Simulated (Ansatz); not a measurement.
**KI (Pm-3m): how far a G0W0 gap depends on its settings**

Aim: test how the G0W0 gap of KI (database structure) moves with the number of bands, the screening cutoff and the other choices.

Code: Ansatz 0.2.0. G0W0, plane waves. Computed at 0 K without zero-point motion; spin polarisation is off.

## Step 1: The structure to begin with

The cell was relaxed beforehand with r2SCAN.

It is cubic, Pm-3m (No. 221); a = 4.291 Å in the conventional setting, 39.51 Å³ an atom. K has 8 I at 3.72 Å; I has 8 K at 3.72 Å.

As a file:

```xyz
2
Lattice="4.2911 0.0000 0.0000 0.0000 4.2911 0.0000 0.0000 0.0000 4.2911" Properties=species:S:1:pos:R:3 pbc="T T T"
K     0.0000    0.0000    0.0000
I     2.1455    2.1455    2.1455
```

## Step 2: 128 empty bands, 80 eV

Contents of input.yaml:

```yaml
crystal:
  lattice:
    - [4.2910852121, 0.0, 0.0]
    - [0.0, 4.2910852121, 0.0]
    - [0.0, 0.0, 4.2910852121]
  atoms:
    - { symbol: K, position: [0.0, 0.0, 0.0] }
    - { symbol: I, position: [0.5, 0.5, 0.5] }
kpoints:
  mp_grid: { grid: [4, 4, 4] }
hamiltonian:
  xc: r2scan
scf:
  occupations: { method: fixed }
gw:
  n_empty_bands: 128
  ecut_chi: 80
  qp_bands: [v2, c2]
  qp_kpoints: band_edges
  screening: { model: contour_deformation }
```

Launch:

```sh
> ansatz run input.yaml --threads 2 --pin off --max-ram 3686MiB --backend cpu --events-out ev --progress --plain --runs-dir out
```

## Step 3: 297 empty bands, 140 eV

Edit input.yaml of step 2 so:

```diff
@@ -15,4 +15,4 @@
 gw:
-  n_empty_bands: 128
-  ecut_chi: 80
+  n_empty_bands: 297
+  ecut_chi: 140
   qp_bands: [v2, c2]
```

## Step 4: 546 empty bands, 210 eV

Edit input.yaml of step 3 so:

```diff
@@ -15,4 +15,4 @@
 gw:
-  n_empty_bands: 297
-  ecut_chi: 140
+  n_empty_bands: 546
+  ecut_chi: 210
   qp_bands: [v2, c2]
```

## Step 5: Starting from HSE06

Edit input.yaml of step 4 so:

```diff
@@ -11,3 +11,3 @@
 hamiltonian:
-  xc: r2scan
+  xc: hse06
 scf:
@@ -15,4 +15,4 @@
 gw:
-  n_empty_bands: 546
-  ecut_chi: 210
+  n_empty_bands: 297
+  ecut_chi: 140
   qp_bands: [v2, c2]
```

## Step 6: Starting from LDA

Edit input.yaml of step 5 so:

```diff
@@ -11,3 +11,3 @@
 hamiltonian:
-  xc: hse06
+  xc: lda
 scf:
```

## Step 7: Starting from PBE

Edit input.yaml of step 6 so:

```diff
@@ -11,3 +11,3 @@
 hamiltonian:
-  xc: lda
+  xc: pbe
 scf:
```

## Step 8: A plasmon pole in place of the full frequency dependence

Edit input.yaml of step 7 so:

```diff
@@ -11,3 +11,3 @@
 hamiltonian:
-  xc: pbe
+  xc: r2scan
 scf:
@@ -19,2 +19,2 @@
   qp_kpoints: band_edges
-  screening: { model: contour_deformation }
+  screening: { model: godby_needs }
```

## Step 9: 128 empty bands, 80 eV

Edit input.yaml of step 8 so:

```diff
@@ -15,6 +15,6 @@
 gw:
-  n_empty_bands: 297
-  ecut_chi: 140
+  n_empty_bands: 128
+  ecut_chi: 80
   qp_bands: [v2, c2]
   qp_kpoints: band_edges
-  screening: { model: godby_needs }
+  screening: { model: contour_deformation }
```

## Step 10: Norm-conserving pseudopotentials

Edit input.yaml of step 9 so:

```diff
@@ -12,2 +12,3 @@
   xc: r2scan
+  pseudopotentials: { kind: nc }
 scf:
@@ -15,4 +16,4 @@
 gw:
-  n_empty_bands: 128
-  ecut_chi: 80
+  n_empty_bands: 297
+  ecut_chi: 140
   qp_bands: [v2, c2]
```

What does the calculation give? Wanted: for each run, start; potentials; frequencies; empty bands; cutoff; Kohn-Sham gap; G0W0 gap.

The runs gave:

```
 start  potentials  frequencies  empty bands  cutoff (eV)   mesh  Kohn-Sham gap (eV)  G0W0 gap (eV)
r2SCAN         PAW         full          128           80  4×4×4                4.04           5.46
r2SCAN         PAW         full          297          140  4×4×4                4.04           5.62
r2SCAN         PAW         full          546          210  4×4×4                4.04           5.65
 HSE06         PAW         full          297          140  4×4×4                4.31           5.72
   LDA         PAW         full          297          140  4×4×4                2.98           5.06
   PBE         PAW         full          297          140  4×4×4                3.33           5.25
r2SCAN         PAW         pole          297          140  4×4×4                4.04           5.60
r2SCAN         PAW         full          128           80  4×4×4                4.04           5.46
r2SCAN          NC         full          297          140  4×4×4                4.04           5.63
```

Gaps are those on each run's own mesh.

With bands and cutoff raised together, from 128 bands at 80 eV to 546 at 210 eV, the gap moves by +0.19 eV, and on the last rung by +0.04 eV; extrapolated in 1/N from the last two rungs, the limit on this k mesh would lie near 5.7 eV. The starting point matters: against r2SCAN, HSE06 gives +0.10 eV, LDA gives -0.55 eV, PBE gives -0.37 eV. The plasmon pole changes the gap by -0.015 eV. Norm-conserving potentials change it by +0.012 eV. Spin-orbit coupling is left out.
